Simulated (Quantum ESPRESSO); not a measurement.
Crystal: Nb.

```
Nb
1.0
     0.00000    2.11500    2.11500
     2.11500    0.00000    2.11500
     2.11500    2.11500    0.00000
Nb
1
Direct
  0.00000 0.00000 0.00000
```

This isn't the form of Nb at room conditions, which is bcc.

- Program: Quantum ESPRESSO 7.5
- Task: phonon dispersion
- Functional: PBE
- Potentials or basis: GBRV 1.5 PBE
- Cutoff: 612 eV
- Density cutoff: 4898 eV
- k mesh: 12 × 12 × 12
- Occupations: methfessel-paxton, width 0.272 eV
- Spin: no spin polarisation
- Mixing beta: 0.5
- Most SCF iterations: 120
- SCF threshold: 2e-10 Ry
- q mesh: 3 × 3 × 3

The cell and the atoms were relaxed first, to 18.72 Å³/atom (a = 2.980 Å, b = 2.980 Å, c = 2.980 Å, α = 60.00°, β = 60.00°, γ = 60.00°), and the response was taken there.

Is this structure dynamically stable at this level, and how far does the spectrum reach?

No: the interpolated spectrum has imaginary modes, down to 87i cm⁻¹ near q = (0.17, 0.17, 0.35). The highest frequency is 240 cm⁻¹.

Phonon frequencies at the corners of the path (cm⁻¹, interpolated; i marks imaginary ones):
| point | frequencies |
| --- | --- |
| Γ | 0 0 0 |
| X | 129 129 204 |
| W | 141 171 171 |
| K | 95 178 184 |
| L | 85i 85i 240 |
| U | 95 178 184 |

Phonon states per cell in windows of 20 cm⁻¹ (negative: imaginary):
| from (cm⁻¹) | total |
| --- | --- |
| -100 | 0.07 |
| -80 | 0.22 |
| -60 | 0.14 |
| -40 | 0.11 |
| -20 | 0.10 |
| 0 | 0.08 |
| 20 | 0.10 |
| 40 | 0.13 |
| 60 | 0.18 |
| 80 | 0.22 |
| 100 | 0.26 |
| 120 | 0.25 |
| 140 | 0.20 |
| 160 | 0.14 |
| 180 | 0.41 |
| 200 | 0.28 |
| 220 | 0.10 |

Caveat: some modes are imaginary; the q mesh is small, so phonon branches between its points and thermal values are rough.
